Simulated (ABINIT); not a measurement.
# ZrC (Fm-3m) in ABINIT: reference runs

Reference runs on ZrC: the cell as given and a disturbed copy.

Everything below comes from runs of ABINIT 10.8.3 (patched build). Logs are shortened: lines on timing, memory, paths and dates and some standing lists are left out, and cuts for length are marked. The log counts tension as positive stress, the text compression.

## 1. Starting point

The structure is cubic, space group Fm-3m (No. 225). Conventional cell: a = 4.730 Å, b = 4.730 Å, c = 4.730 Å, α = 90.00°, β = 90.00°, γ = 90.00°. Zr (site symmetry m-3m) is surrounded by 6 C at 2.37 Å. Around C (site symmetry m-3m) lie 6 Zr at 2.37 Å.

## 2. Single point, PBEsol

Contents of run.abi:

```
pp_dirpath "./"
pseudos "Zr.upf, C.upf"

acell 3.344615075 3.344615075 3.344615075 Angstrom
rprim
     0.0000000000     0.7071067812     0.7071067812
     0.7071067812     0.0000000000     0.7071067812
     0.7071067812     0.7071067812     0.0000000000
ntypat 2
znucl 40 6
natom 2
typat 1 2
xcart
     4.4692022847     4.4692022847     4.4692022847
     0.0000000000     0.0000000000     0.0000000000

ecut 41.0

kptopt 1
ngkpt 10 10 10
nshiftk 1
shiftk 0.0 0.0 0.0

ixc -116133

nband 12
occopt 3
tsmear 0.00183747

nstep 100
tolvrs 1.0e-10

iomode 3
prtwf 0
prtden 0
prteig 0
prtebands 0
enunit 1
```

Potentials or basis: PseudoDojo NC SR PBEsol v0.4.1 standard.

The run is started by

```sh
$ abinit run.abi > log 2>&1
```

run.abo:

```text
.Version 10.8.3 of ABINIT
 Symmetries : space group Fm -3 m (#225); Bravais cF (face-center cubic)
================================================================================
 Values of the parameters that define the memory need of the present run
     intxc =       0    ionmov =       0      iscf =       7    lmnmax =       6
     lnmax =       6     mgfft =      40  mpssoang =       3    mqgrid =    3001
     natom =       2  nloc_mem =       1    nspden =       1   nspinor =       1
    nsppol =       1      nsym =      48    n1xccc =    2501    ntypat =       2
    occopt =       3   xclevel =       2
       mpw =        2251          nfft =       64000          nkpt =          47
================================================================================
================================================================================

--------------------------------------------------------------------------------
------------- Echo of variables that govern the present computation ------------
--------------------------------------------------------------------------------
 -outvars: echo values of preprocessed input variables --------
            acell      6.3204064883E+00  6.3204064883E+00  6.3204064883E+00 Bohr
              amu      9.12240000E+01  1.20110000E+01
             ecut      4.10000000E+01 Hartree
           enunit           1
              ixc     -116133
         kptrlatt       10    0    0      0   10    0      0    0   10
          kptrlen      6.32040649E+01
            natom           2
            nband          12
            ngfft          40      40      40
             nkpt          47
            nstep         100
             nsym          48
           ntypat           2
           occopt           3
           prtden           0
        prtebands           0
           prteig           0
            prtwf           0
            rprim      0.0000000000E+00  7.0710678120E-01  7.0710678120E-01
                       7.0710678120E-01  0.0000000000E+00  7.0710678120E-01
                       7.0710678120E-01  7.0710678120E-01  0.0000000000E+00
          spgroup         225
           tolvrs      1.00000000E-10
           tsmear      1.83747000E-03 Hartree
            typat      1  2
           xangst      2.3649999984E+00  2.3649999984E+00  2.3649999984E+00
                      -1.6618290207E-09 -1.6618289058E-09 -1.6618290207E-09
            xcart      4.4692022847E+00  4.4692022847E+00  4.4692022847E+00
                      -3.1404017172E-09 -3.1404015001E-09 -3.1404017172E-09
             xred      4.9999999965E-01  4.9999999965E-01  4.9999999965E-01
                      -3.5133803505E-10 -3.5133808363E-10 -3.5133803505E-10
            znucl       40.00000    6.00000

================================================================================

 chkinp: Checking input parameters for consistency.

================================================================================
== DATASET  1 ==================================================================

--- !DatasetInfo
iteration_state: {dtset: 1, }
dimensions: {natom: 2, nkpt: 47, mband: 12, nsppol: 1, nspinor: 1, nspden: 1, mpw: 2251, }
cutoff_energies: {ecut:  41.0, pawecutdg:  -1.0, }
electrons: {nelect:   1.60000000E+01, charge:   0.00000000E+00, occopt:   3.00000000E+00, tsmear:   1.83747000E-03, }
meta: {optdriver: 0, ionmov: 0, optcell: 0, iscf: 7, paral_kgb: 0, }
...

 Real(R)+Recip(G) space primitive vectors, cartesian coordinates (Bohr,Bohr^-1):
 R(1)=  0.0000000  4.4692023  4.4692023  G(1)= -0.1118768  0.1118768  0.1118768
 R(2)=  4.4692023  0.0000000  4.4692023  G(2)=  0.1118768 -0.1118768  0.1118768
 R(3)=  4.4692023  4.4692023  0.0000000  G(3)=  0.1118768  0.1118768 -0.1118768
 Unit cell volume ucvol=  1.7853363E+02 bohr^3
 Angles (23,13,12)=  6.00000000E+01  6.00000000E+01  6.00000000E+01 degrees

 getcut: wavevector=  0.0000  0.0000  0.0000  ngfft=  40  40  40
         ecut(hartree)=     41.000   => boxcut(ratio)=   2.19562

--- Pseudopotential description ------------------------------------------------
- pspini: atom type   1  psp file is ./Zr.upf
12 -116133 2 -1 1604                          pspcod,pspxc,lmax,lloc,mmax
     nproj     2     2     2

- pspini: atom type   2  psp file is ./C.upf
12 -116133 1 -1 1248                          pspcod,pspxc,lmax,lloc,mmax
     nproj     2     2     0

   3.71785570E+02                                ecore*ucvol(ha*bohr**3)
--------------------------------------------------------------------------------

================================================================================

--- !BeginCycle
iteration_state: {dtset: 1, }
solver: {iscf: 7, nstep: 100, nline: 4, wfoptalg: 0, }
tolerances: {tolvrs: 1.00E-10, }
...

     iter   Etot(hartree)      deltaE(h)  residm     vres2
 ETOT  1  -56.484103082151    -5.648E+01 8.998E-02 1.133E+03
 ETOT  2  -56.386737091237     9.737E-02 5.450E-02 1.932E+03
 ETOT  3  -56.668937215676    -2.822E-01 7.373E-03 1.235E+00
 ETOT  4  -56.669202891413    -2.657E-04 8.432E-02 6.697E-01
 ETOT  5  -56.669187701028     1.519E-05 3.940E-03 7.059E-01
 ETOT  6  -56.669290549462    -1.028E-04 8.531E-04 9.422E-02
 ETOT  7  -56.669306520264    -1.597E-05 1.148E-04 3.961E-04
 ETOT  8  -56.669306584956    -6.469E-08 1.046E-04 9.566E-06
 ETOT  9  -56.669306586410    -1.455E-09 1.036E-04 2.284E-07
 ETOT 10  -56.669306586443    -3.265E-11 4.743E-05 5.652E-09
 ETOT 11  -56.669306586444    -1.457E-12 9.207E-05 2.406E-11

 At SCF step   11       vres2   =  2.41E-11 < tolvrs=  1.00E-10 =>converged.

 Cartesian components of stress tensor (hartree/bohr^3)
  sigma(1 1)=  2.82036227E-04  sigma(3 2)=  0.00000000E+00
  sigma(2 2)=  2.82036227E-04  sigma(3 1)=  0.00000000E+00
  sigma(3 3)=  2.82036227E-04  sigma(2 1)=  0.00000000E+00

--- !ResultsGS
iteration_state: {dtset: 1, }
comment   : Summary of ground state results
lattice_vectors:
- [  0.0000000,   4.4692023,   4.4692023, ]
- [  4.4692023,   0.0000000,   4.4692023, ]
- [  4.4692023,   4.4692023,   0.0000000, ]
lattice_lengths: [   6.32041,    6.32041,    6.32041, ]
lattice_angles: [ 60.000,  60.000,  60.000, ] # degrees, (23, 13, 12)
lattice_volume:   1.7853363E+02
convergence: {deltae: -1.457E-12, res2:  2.406E-11, residm:  9.207E-05, diffor: null, }
etotal    :  -5.66693066E+01
entropy   :   0.00000000E+00
fermie    :   4.04698424E-01
cartesian_stress_tensor: # hartree/bohr^3
- [  2.82036227E-04,   0.00000000E+00,   0.00000000E+00, ]
- [  0.00000000E+00,   2.82036227E-04,   0.00000000E+00, ]
- [  0.00000000E+00,   0.00000000E+00,   2.82036227E-04, ]
pressure_GPa:  -8.2978E+00
xred      :
- [  5.0000E-01,   5.0000E-01,   5.0000E-01, Zr]
- [ -3.5134E-10,  -3.5134E-10,  -3.5134E-10,  C]
cartesian_forces: # hartree/bohr
- [ -0.00000000E+00,  -0.00000000E+00,  -0.00000000E+00, ]
- [ -0.00000000E+00,  -0.00000000E+00,  -0.00000000E+00, ]
force_length_stats: {min:   0.00000000E+00, max:   0.00000000E+00, mean:   0.00000000E+00, }
...

 Integrated electronic density in atomic spheres:
 ------------------------------------------------
 Atom  Sphere_radius  Integrated_density
    1        2.00000          8.36678424
    2        2.00000          3.77233079
================================================================================

 ----iterations are completed or convergence reached----

 Mean square residual over all n,k,spin=   38.294E-08; max=  92.066E-06
 reduced coordinates (array xred) for    2 atoms
       0.499999999649      0.499999999649      0.499999999649
      -0.000000000351     -0.000000000351     -0.000000000351
 rms dE/dt=  0.0000E+00; max dE/dt=  0.0000E+00; dE/dt below (all hartree)
    1       0.000000000000      0.000000000000      0.000000000000
    2       0.000000000000      0.000000000000      0.000000000000

 cartesian coordinates (angstrom) at end:
    1      2.36499999837442     2.36499999837442     2.36499999837442
    2     -0.00000000166183    -0.00000000166183    -0.00000000166183

 cartesian forces (hartree/bohr) at end:
    1     -0.00000000000000    -0.00000000000000    -0.00000000000000
    2     -0.00000000000000    -0.00000000000000    -0.00000000000000
 frms,max,avg= 0.0000000E+00 0.0000000E+00   0.000E+00  0.000E+00  0.000E+00 h/b

 cartesian forces (eV/Angstrom) at end:
    1     -0.00000000000000    -0.00000000000000    -0.00000000000000
    2     -0.00000000000000    -0.00000000000000    -0.00000000000000
 frms,max,avg= 0.0000000E+00 0.0000000E+00   0.000E+00  0.000E+00  0.000E+00 e/A
 length scales=  6.320406488333  6.320406488333  6.320406488333 bohr
              =  3.344615075000  3.344615075000  3.344615075000 angstroms
 Fermi (or HOMO) energy (eV) =  11.01241   Average Vxc (eV)= -12.45424
 Eigenvalues (   eV  ) for nkpt=  47  k points:
 kpt#   1, nband= 12, wtk=  0.00100, kpt=  0.0000  0.0000  0.0000 (reduced coord)
 -37.06373  -14.81624  -14.81624  -14.81624   -0.22810   11.95725   11.95725   11.95725
  12.05008   12.05008   12.05008   13.75474
 prteigrs : prtvol=0 or 1, do not print more k-points.

--- !EnergyTerms
iteration_state     : {dtset: 1, }
comment             : Components of total free energy in Hartree
kinetic             :  1.82807931154037E+01
hartree             :  6.35709835894712E+00
xc                  : -1.20706132005406E+01
Ewald energy        : -4.68871307908841E+01
psp_core            :  2.08243999587095E+00
local_psp           : -2.95323368942594E+01
non_local_psp       :  5.10053999147378E+00
internal            : -5.66692094239884E+01
'-kT*entropy'       : -9.71624556910673E-05
total_energy        : -5.66693065864441E+01
total_energy_eV     : -1.54205038981565E+03
band_energy         : -4.05001440070606E+00
...

 Cartesian components of stress tensor (hartree/bohr^3)
  sigma(1 1)=  2.82036227E-04  sigma(3 2)=  0.00000000E+00
  sigma(2 2)=  2.82036227E-04  sigma(3 1)=  0.00000000E+00
  sigma(3 3)=  2.82036227E-04  sigma(2 1)=  0.00000000E+00

-Cartesian components of stress tensor (GPa)         [Pressure= -8.2978E+00 GPa]
- sigma(1 1)=  8.29779229E+00  sigma(3 2)=  0.00000000E+00
- sigma(2 2)=  8.29779229E+00  sigma(3 1)=  0.00000000E+00
- sigma(3 3)=  8.29779229E+00  sigma(2 1)=  0.00000000E+00

== END DATASET(S) ==============================================================
================================================================================

 -outvars: echo values of variables after computation  --------
            acell      6.3204064883E+00  6.3204064883E+00  6.3204064883E+00 Bohr
           etotal     -5.6669306586E+01
            fcart     -0.0000000000E+00 -0.0000000000E+00 -0.0000000000E+00
                      -0.0000000000E+00 -0.0000000000E+00 -0.0000000000E+00
            rprim      0.0000000000E+00  7.0710678120E-01  7.0710678120E-01
                       7.0710678120E-01  0.0000000000E+00  7.0710678120E-01
                       7.0710678120E-01  7.0710678120E-01  0.0000000000E+00
           strten      2.8203622738E-04  2.8203622738E-04  2.8203622738E-04
                       0.0000000000E+00  0.0000000000E+00  0.0000000000E+00
           xangst      2.3649999984E+00  2.3649999984E+00  2.3649999984E+00
                      -1.6618290207E-09 -1.6618289058E-09 -1.6618290207E-09
             xred      4.9999999965E-01  4.9999999965E-01  4.9999999965E-01
                      -3.5133803505E-10 -3.5133808363E-10 -3.5133803505E-10
 Calculation completed.
```

Run time: 43 s. Hardware: 1 thread of Arm Neoverse V2, shared host; peak memory 0.09 GiB.

What came out:

```
Free energy                                           : -1542.0504 eV
Pressure                                              : -8.3 GPa
Band gap on the k mesh                                : none (metal or under the smearing width)
Valence electrons inside the program's atomic spheres : Zr 8.37; C 3.77
```

## 3. Single point, PBEsol (atoms moved at random, drawn with an rms of 0.05 Å)

Contents of run.abi:

```
# Pseudopotentials
pp_dirpath "./"
pseudos "Zr.upf, C.upf"

# Structure
acell 3.344615075 3.344615075 3.344615075 Angstrom
rprim
     0.0000000000     0.7071067812     0.7071067812
     0.7071067812     0.0000000000     0.7071067812
     0.7071067812     0.7071067812     0.0000000000
ntypat 2
znucl 40 6
natom 2
typat 1 2
xcart
     4.4796065877     4.4538148213     4.4068703205
     0.0753328737     0.0475478431    -0.0699921770
chkprim 0
chksymtnons 0
tolsym 1.0e-6

# Plane-wave basis
ecut 41.0

# k points
kptopt 1
ngkpt 10 10 10
nshiftk 1
shiftk 0.0 0.0 0.0

# Exchange and correlation
ixc -116133

# Bands and occupations
nband 12
occopt 3
tsmear 0.05 eV

# SCF cycle
nstep 100
tolvrs 1.0e-10

# Output
iomode 3
prtwf 0
prtden 0
prteig 0
prtebands 0
```

Potentials or basis: PseudoDojo NC SR PBEsol v0.4.1 standard.

The run is started by

```sh
$ abinit run.abi > log 2>&1
```

run.abo:

```text
.Version 10.8.3 of ABINIT
 Symmetries : space group P1 (#  1); Bravais aP (primitive triclinic)
================================================================================
 Values of the parameters that define the memory need of the present run
     intxc =       0    ionmov =       0      iscf =       7    lmnmax =       6
     lnmax =       6     mgfft =      40  mpssoang =       3    mqgrid =    3001
     natom =       2  nloc_mem =       1    nspden =       1   nspinor =       1
    nsppol =       1      nsym =       1    n1xccc =    2501    ntypat =       2
    occopt =       3   xclevel =       2
       mpw =        2251          nfft =       64000          nkpt =         504
================================================================================
================================================================================

--------------------------------------------------------------------------------
------------- Echo of variables that govern the present computation ------------
--------------------------------------------------------------------------------
 -outvars: echo values of preprocessed input variables --------
            acell      6.3204064883E+00  6.3204064883E+00  6.3204064883E+00 Bohr
              amu      9.12240000E+01  1.20110000E+01
          chkprim           0
      chksymtnons           0
             ecut      4.10000000E+01 Hartree
                       outvar_i_n : Printing only first  50 k-points.
              ixc     -116133
                       outvar_i_n : Printing only first  50 k-points.
         kptrlatt       10    0    0      0   10    0      0    0   10
          kptrlen      6.32040649E+01
            natom           2
[... 170 lines left out ...]
xc                  : -1.20711704065135E+01
Ewald energy        : -4.68824952087970E+01
psp_core            :  2.08243999587095E+00
local_psp           : -2.95426996599534E+01
non_local_psp       :  5.10035563167038E+00
internal            : -5.66689145623919E+01
'-kT*entropy'       : -1.09961261797319E-04
total_energy        : -5.66690245236537E+01
total_energy_eV     : -1.54204271449611E+03
band_energy         : -4.05013883840690E+00
...

 Cartesian components of stress tensor (hartree/bohr^3)
  sigma(1 1)=  2.72862299E-04  sigma(3 2)= -5.59506921E-07
  sigma(2 2)=  2.73441935E-04  sigma(3 1)= -5.77940248E-07
  sigma(3 3)=  2.81721880E-04  sigma(2 1)=  4.76151584E-06

-Cartesian components of stress tensor (GPa)         [Pressure= -8.1205E+00 GPa]
- sigma(1 1)=  8.02788600E+00  sigma(3 2)= -1.64612619E-02
- sigma(2 2)=  8.04493949E+00  sigma(3 1)= -1.70035892E-02
- sigma(3 3)=  8.28854386E+00  sigma(2 1)=  1.40088632E-01

== END DATASET(S) ==============================================================
================================================================================

 -outvars: echo values of variables after computation  --------
            acell      6.3204064883E+00  6.3204064883E+00  6.3204064883E+00 Bohr
           etotal     -5.6669024524E+01
            fcart      4.3462446324E-03  4.2156813536E-03 -5.2184473414E-04
                      -4.3462446324E-03 -4.2156813536E-03  5.2184473414E-04
            rprim      0.0000000000E+00  7.0710678120E-01  7.0710678120E-01
                       7.0710678120E-01  0.0000000000E+00  7.0710678120E-01
                       7.0710678120E-01  7.0710678120E-01  0.0000000000E+00
           strten      2.7286229908E-04  2.7344193530E-04  2.8172187958E-04
                      -5.5950692101E-07 -5.7794024835E-07  4.7615158359E-06
           xangst      2.3705057184E+00  2.3568573034E+00  2.3320153434E+00
                       3.9864439967E-02  2.5161234979E-02 -3.7038264985E-02
             xred      4.9014099966E-01  4.9591199966E-01  5.0641599965E-01
                      -1.0938999994E-02 -4.7219999993E-03  2.1577999985E-02
 Calculation completed.
```

Wall time 8.1 min (1 thread of Arm Neoverse V2, shared host); peak memory 0.28 GiB.

What came out:

```yaml
Free_energy: -1542.0427 eV
Pressure: -8.1 GPa
Largest_force: 0.313 eV/Å
Band_gap_on_the_k_mesh: none (metal or under the smearing width)
Valence_electrons_inside_the_program's_atomic_spheres: Zr 8.36; C 3.78
```

Forces in eV/Å, atoms in the order of the input:
```
Zr   0.223  0.217 -0.027
C   -0.223 -0.217  0.027
```

Stress tensor (GPa, compression positive):
```
-8.03 -0.14  0.02
-0.14 -8.04  0.02
 0.02  0.02 -8.29
```
